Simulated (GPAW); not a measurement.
Runs of GPAW 26.7.0 on TiSe. The structure is cubic, space group F-43m (No. 216). The conventional cell has a = 6.206 Å, b = 6.206 Å, c = 6.206 Å, α = 90.00°, β = 90.00°, γ = 90.00°. Ti (site symmetry -43m) is surrounded by 4 Se at 2.69 Å. Se (site symmetry -43m) has 4 Ti at 2.69 Å as nearest neighbours. The cell comes from a database or a generator and needn't be the stable form of this composition.

```csv
task,level,spin,U,fixed moment (μB),k mesh,cutoff (eV),smearing,mesh quality,gap on the mesh (eV),pressure (GPa),moment (μB)
electron localisation function,PBEsol,off,-,-,4 × 4 × 4,510,fermi-dirac 0.01 eV,coarse,(a),-12.0,-
single point,PBEsol+U,"collinear, random start",Ti d U = 4 eV,-,5 × 5 × 5,600,gaussian 0.05 eV,not flagged,1.73,-1.5,2.00
single point,PBEsol+U,"collinear, ferromagnetic start",Ti d U = 4 eV,-,5 × 5 × 5,600,gaussian 0.05 eV,not flagged,1.73,-1.5,2.00
single point,PBEsol+U,"collinear, ferromagnetic start",Ti d U = 2 eV,3.0,5 × 5 × 5,600,gaussian 0.05 eV,not flagged,-,-3.3,3.00
```

Alike in all rows: potentials or basis PAW data sets generated in the run's folder for this functional, pw; cell as given.

Problem. Fill in the values left out.

Solution. (a) none.

Caveats: some runs use coarse meshes; an odd mesh through Γ misses points on the zone boundary, where band edges often lie (some runs); the cutoff is short for stress and forces, so pressures can be off by a GPa or more (some runs); the total moment is fixed, so each spin has its own Fermi level (some runs).

A k mesh can miss the band edges, and the runs leave out spin-orbit coupling on Se.

Runs at the PBE level aren't shown here.
